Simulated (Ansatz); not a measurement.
Step by step: CuO, relaxation of cell and atoms

Computed with DFT, PBE, PAW with Ansatz's default frozen-core files, scalar-relativistic in Ansatz 0.2.0.

Command: `ansatz run input.yaml --threads 1 --pin off --max-ram 2048MiB --backend cpu --events-out ev --progress --plain --runs-dir out` The run took 32 s on 1 thread of AMD EPYC 7R43 64-Core Processor (Zen 3), on a shared host, peak memory 0.43 GiB.

```yaml
crystal:
  lattice:
    - [0.0, 2.2322827293, 2.2322827293]
    - [2.2322827293, 0.0, 2.2322827293]
    - [2.2322827293, 2.2322827293, 0.0]
  atoms:
    - { symbol: Cu, position: [0.0, 0.0, 0.0] }
    - { symbol: O, position: [0.25, 0.25, 0.25] }
kpoints:
  mp_grid: { grid: [16, 16, 16] }
scf:
  occupations: { method: fermi_dirac, width: 0.05 }
hamiltonian:
  xc: pbe
  pseudopotentials: { kind: paw }
output:
  forces: true
  stress: true
relax:
  f_tol: 0.005
  max_steps: 80
  cell: {}
```

Without spin polarisation or U, such a compound can come out metallic where the real one is a magnetic insulator.

The cell is built from the zincblende type as a first guess.

The cutoff is 420 eV; energies and pressures of the walk include the program's estimate of the Pulay term.

Each frame lists the cell vectors (Å), then Cartesian positions (Å); symmetry keeps all forces zero. Free energies count from the first step, -7190.9633 eV.

The walk took 7 evaluations in all; steps that aren't listed are left out.

Step 1: E = 0.0 meV, P = 5.95 GPa

```
cell 0.0000 2.2323 2.2323 2.2323 0.0000 2.2323 2.2323 2.2323 0.0000
Cu    0.0000    0.0000    0.0000
O     1.1161    1.1161    1.1161
```

Step 2: E = -9.4 meV, P = 3.10 GPa

```
cell 0.0000 2.2452 2.2452 2.2452 0.0000 2.2452 2.2452 2.2452 0.0000
Cu    0.0000    0.0000    0.0000
O     1.1226    1.1226    1.1226
```

(1) How does the relaxation end?

## Answers

(1) It converges, with a = 4.524 Å, b = 4.524 Å, c = 4.524 Å, α = 90.00°, β = 90.00°, γ = 90.00° (conventional cell, space group F-43m). The last solve (on a basis chosen afresh for the final cell, so its energy is not quite comparable) gives E = -16.1 meV, P = 0.01 GPa:
```
cell 0.0000 2.2618 2.2618 2.2618 0.0000 2.2618 2.2618 2.2618 0.0000
Cu    0.0000    0.0000    0.0000
O     1.1309    1.1309    1.1309
```
